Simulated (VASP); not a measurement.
# Al (Fm-3m) in VASP: further runs

One crystal, Al, is run at these levels: PBE; tasks: relaxation of cell and atoms, single point.

Program: VASP 6.6.1. These are calculated values, not measurements. Logs are shortened: lines on timing, memory, paths and dates and some standing lists are left out, and cuts for length are marked.

## (1) The crystal as given

The structure is cubic, space group Fm-3m (No. 225). Conventional cell: a = 4.050 Å, b = 4.050 Å, c = 4.050 Å, α = 90.00°, β = 90.00°, γ = 90.00°. Around Al (site symmetry m-3m) lie 12 Al at 2.86 Å.

## (2) Relaxation of cell and atoms, PBE

The input, INCAR:

```
ALGO = Fast
EDIFF = 1E-7
EDIFFG = -0.15
ENCUT = 520
GGA = PE
IBRION = 2
ISIF = 3
ISMEAR = 0
LASPH = True
LCHARG = False
LREAL = False
LWAVE = False
NELM = 60
NSW = 80
PREC = Accurate
SIGMA = 0.1
```

The input, KPOINTS:

```
k-points
0
Gamma
  18 18 18
```

The input, POSCAR:

```
Al
1.0
    0.0000000000      2.0248050000      2.0248050000
    2.0248050000      0.0000000000      2.0248050000
    2.0248050000      2.0248050000      0.0000000000
Al
1
Direct
    0.0000000000      0.0000000000      0.0000000000
```

Potentials or basis: VASP PAW PBE potentials, release 64 (Al).

Started as:

```sh
> cat potpaw_PBE.64/Al/POTCAR > POTCAR
> mpirun -np 1 vasp_std > vasp.out
```

OUTCAR:

```text
EDIFF = 1E-7
   EDIFFG = -0.15
   ENCUT = 520
   GGA = PE
   IBRION = 2
   ISIF = 3
   ISMEAR = 0
   LASPH = True
   LREAL = False
   NELM = 60
   NSW = 80
   PREC = Accurate

 ion  position               nearest neighbor table
   1  0.000  0.000  0.000-

  LATTYP: Found a face centered cubic cell.
 ALAT       =     4.0496100000

  Lattice vectors:

 A1 = (   0.0000000000,   2.0248050000,   2.0248050000)
 A2 = (   2.0248050000,   0.0000000000,   2.0248050000)
 A3 = (   2.0248050000,   2.0248050000,   0.0000000000)

Analysis of symmetry for initial positions (statically):
=====================================================================
 Subroutine PRICEL returns:
 Original cell was already a primitive cell.

 Routine SETGRP: Setting up the symmetry group for a
 face centered cubic supercell.

 Subroutine GETGRP returns: Found 48 space group operations
 (whereof 48 operations were pure point group operations)
 out of a pool of 48 trial point group operations.

The static configuration has the point symmetry O_h .

Analysis of symmetry for dynamics (positions and initial velocities):
=====================================================================
 Subroutine PRICEL returns:
 Original cell was already a primitive cell.

 Routine SETGRP: Setting up the symmetry group for a
 face centered cubic supercell.

 Subroutine GETGRP returns: Found 48 space group operations
 (whereof 48 operations were pure point group operations)
 out of a pool of 48 trial point group operations.

The dynamic configuration has the point symmetry O_h .

 Subroutine INISYM returns: Found 48 space group operations
 (whereof 48 operations are pure point group operations),
 and found     1 'primitive' translations

----------------------------------------------------------------------------------------

                                     Primitive cell

  volume of cell :      16.6027

  direct lattice vectors                    reciprocal lattice vectors
     0.000000000  2.024805000  2.024805000    -0.246937359  0.246937359  0.246937359
     2.024805000  0.000000000  2.024805000     0.246937359 -0.246937359  0.246937359
     2.024805000  2.024805000  0.000000000     0.246937359  0.246937359 -0.246937359

  length of vectors
     2.863506692  2.863506692  2.863506692     0.427708053  0.427708053  0.427708053

  position of ions in fractional coordinates (direct lattice)
     0.000000000  0.000000000  0.000000000

  ion indices of the primitive-cell ions
   primitive index   ion index
                 1           1

[... 71 lines left out ...]
   EDIFF  = 0.1E-06   stopping-criterion for ELM
   LREAL  =      F    real-space projection
   EDIFFG = -.1E+00   stopping-criterion for IOM
   NSW    =     80    number of steps for IOM
   IBRION =      2    ionic relax: 0-MD 1-quasi-New 2-CG
   NFREE  =      1    steps in history (QN), initial steepest desc. (CG)
   ISIF   =      3    stress and relaxation
   ISYM   =      2    0-nonsym 1-usesym 2-fastsym
   POTIM  = 0.5000    time-step for ionic-motion
   TEBEG  =    0.0;   TEEND  =   0.0 temperature during run
   PSTRESS=    0.0 pullay stress
   NELECT =       3.0000    total number of electrons
   NUPDOWN=      -1.0000    fix difference up-down
   EMIN   =  10.00;   EMAX   =-10.00  energy-range for DOS
   EFERMI =   0.00;   METHOD = LEGACY
   ISMEAR =     0;   SIGMA  =   0.10  broadening in eV -4-tet -1-fermi 0-gaus
   EFERMI_NEDOS =   21; number of points for ismear=-14 and -15
   IALGO  =     68    algorithm
   IMIX   =      4    mixing-type and parameters
     AMIX     =   0.40;   BMIX     =  1.00
     AMIX_MAG =   1.60;   BMIX_MAG =  1.00
  volume/ion in A,a.u.               =      16.60       112.04
  Fermi-wavevector in a.u.,A,eV,Ry     =   0.925526  1.748991 11.654733  0.856599
  Thomas-Fermi vector in A             =   2.051390
   LORBIT       =      0    0 simple, 1 ext, 2 COOP (PROOUT), +10 PAW based schemes
   GGA     = PE    functional components
   LHFCALC =     F    Hartree Fock is set to
   AEXX    =    0.0000 exact exchange contribution
   IVDW    =     0    specifies the selected vdW correction
   LEPSILON=     F    determine dielectric tensor
   LRPA    =     F    only Hartree local field effects (RPA)
 conjugate gradient relaxation of ions
 non-spin polarized calculation
 RMM-DIIS sequential band-by-band and
 Gauss-broadening in eV      SIGMA  =   0.10
  energy-cutoff  :      520.00
  volume of cell :       16.60
 maximum number of plane-waves:       459
 NGX is ok and might be reduce to    24
   NGX = 11   NGY = 11   NGZ = 11

 number of electron       3.0000000 magnetization

 Free energy of the ion-electron system (eV)
  ---------------------------------------------------
  ext. energy  EPLUGINS =         0.00000000
  ---------------------------------------------------
  free energy    TOTEN  =        -3.74436374 eV

  energy without entropy =       -3.74148545  energy(sigma->0) =       -3.74292460

 E-fermi :   7.9263     XC(G=0): -10.1741

 val. band max:        7.9228788465   @ k =  -0.2778   0.2778   0.0556
 cond. band min:       7.9329384492   @ k =  -0.2778   0.5000   0.2222
 fundamental gap:      0.0100596027
 Fermi energy:         7.9262730906

 k-point     1 :       0.0000    0.0000    0.0000
  band No.  band energies     occupation
      1      -3.1560      2.00000
      2      20.5204      0.00000
      3      20.5205      0.00000
      4      20.5205      0.00000
      5      21.9656      0.00000
[... 177 lines left out ...]
 k-point    24 :      -0.2222    0.0556    0.0000
  band No.  band energies     occupation
      1      -1.5214      2.00000
      2      11.7626      0.00000
      3      17.1814      0.00000
      4      20.0218      0.00000
      5      21.7626      0.00000

 [... further k-points ...]
[... 5 lines left out ...]
  --------------------------------------------------------------------------------------
  -------------------------------------------------------------------------------------
  Total       -0.0519242     -0.0519242     -0.0519242     -0.0000000     -0.0000000     -0.0000000
  in kB       -5.0107287     -5.0107287     -5.0107287     -0.0000000     -0.0000000     -0.0000000
  external PRESSURE =      -5.0107287 kB  Pullay stress =       0.0000000 kB

 VOLUME and BASIS-vectors are now :
 -----------------------------------------------------------------------------
  energy-cutoff  :      520.00
  volume of cell :       16.60
      direct lattice vectors                 reciprocal lattice vectors
     0.000000000  2.024805000  2.024805000    -0.246937359  0.246937359  0.246937359
     2.024805000  0.000000000  2.024805000     0.246937359 -0.246937359  0.246937359
     2.024805000  2.024805000  0.000000000     0.246937359  0.246937359 -0.246937359

 POSITION                                       TOTAL-FORCE (eV/Angst)
 -----------------------------------------------------------------------------------
      0.00000      0.00000      0.00000        -0.000000     -0.000000     -0.000000
 -----------------------------------------------------------------------------------
    total drift:                                0.000000     -0.000000      0.000000

  FREE ENERGIE OF THE ION-ELECTRON SYSTEM (eV)
  ---------------------------------------------------
  free  energy   TOTEN  =        -3.7443637398 eV

  energy  without entropy=       -3.7414854538  energy(sigma->0) =       -3.74292460

 reached required accuracy - stopping structural energy minimisation
```

Wall time 12 s (1 thread of Intel Xeon Platinum 8259CL at 2.50GHz (Skylake/Cascade Lake), shared host); peak memory 0.14 GiB.

Results:

- Free energy: -3.7444 eV
- Pressure after relaxing: -0.5 GPa
- Band gap on the k mesh: none (metal or under the smearing width)

Final structure:
```
Al
1.0
     0.00000    2.02481    2.02481
     2.02481    0.00000    2.02481
     2.02481    2.02481    0.00000
Al
1
Cartesian
  0.0000 0.0000 0.0000
```

Caveat: the relaxation stopped at its first step, so nothing moved.

## (3) Relaxation of cell and atoms, PBE

INCAR is that of step 2.

KPOINTS is that of step 2.

The input, POSCAR:

```
Al                                      
1.0
    0.0000000000      2.0248050000      2.0248050000
    2.0248050000      0.0000000000      2.0248050000
    2.0248050000      2.0248050000      0.0000000000
  Al            
     1
Direct
     0.0000000000000000    0.0000000000000000    0.0000000000000000
```

Potentials or basis: VASP PAW PBE potentials, release 64 (Al).

Started as:

```sh
> cat potpaw_PBE.64/Al/POTCAR > POTCAR
> mpirun -np 1 vasp_std > vasp.out
```

It took 11 s on 1 thread of Intel Xeon Platinum 8259CL at 2.50GHz (Skylake/Cascade Lake), shared host; peak memory 0.14 GiB.

Results (log left out):

```
Free energy             : -3.7444 eV
Pressure after relaxing : -0.5 GPa
Band gap on the k mesh  : none (metal or under the smearing width)
```

Final structure:
```yaml
crystal:
  lattice:
    - [0.00000, 2.02481, 2.02481]
    - [2.02481, 0.00000, 2.02481]
    - [2.02481, 2.02481, 0.00000]
  atoms:
    - { symbol: Al, position: [0.00000, 0.00000, 0.00000] }
```

Levels at points of the mesh, in eV from the Fermi level:
```csv
k point,band 1,band 2,band 3,band 4
"(0.00, 0.00, 0.00)",-11.08,12.59,12.59,12.59
"(0.50, 0.00, 0.00)",-4.56,-4.36,11.35,11.36
"(0.50, 0.50, 0.00)",-2.90,-1.59,5.27,5.57
```

Caveat: the relaxation stopped at its first step, so nothing moved.

## (4) Single point, PBE

The input, INCAR:

```
ALGO = Fast
EDIFF = 1E-7
ENCUT = 520
GGA = PE
ISIF = 2
ISMEAR = 0
LASPH = True
LCHARG = False
LREAL = False
LWAVE = False
NBANDS = 8
NELM = 60
PREC = Accurate
SIGMA = 0.1
```

KPOINTS is that of step 3.

POSCAR is that of step 3.

Started as:

```sh
> cat potpaw_PBE.64/Al/POTCAR > POTCAR
> mpirun -np 1 vasp_std > vasp.out
```

It took 18 s on 1 thread of Intel Xeon Platinum 8259CL at 2.50GHz (Skylake/Cascade Lake), shared host; peak memory 0.14 GiB.

The run converged. Its results:

- Free energy: -3.7444 eV
- Pressure: -0.5 GPa
- Band gap on the k mesh: none (metal or under the smearing width)

Levels at points of the mesh, in eV from the Fermi level:
```csv
k point,band 1,band 2,band 3,band 4,band 5,band 6
"(0.00, 0.00, 0.00)",-11.08,12.59,12.59,12.59,14.04,14.04
"(0.50, 0.00, 0.00)",-4.56,-4.36,11.35,11.35,11.44,11.44
"(0.50, 0.50, 0.00)",-2.90,-1.59,5.27,5.57,5.57,9.02
```
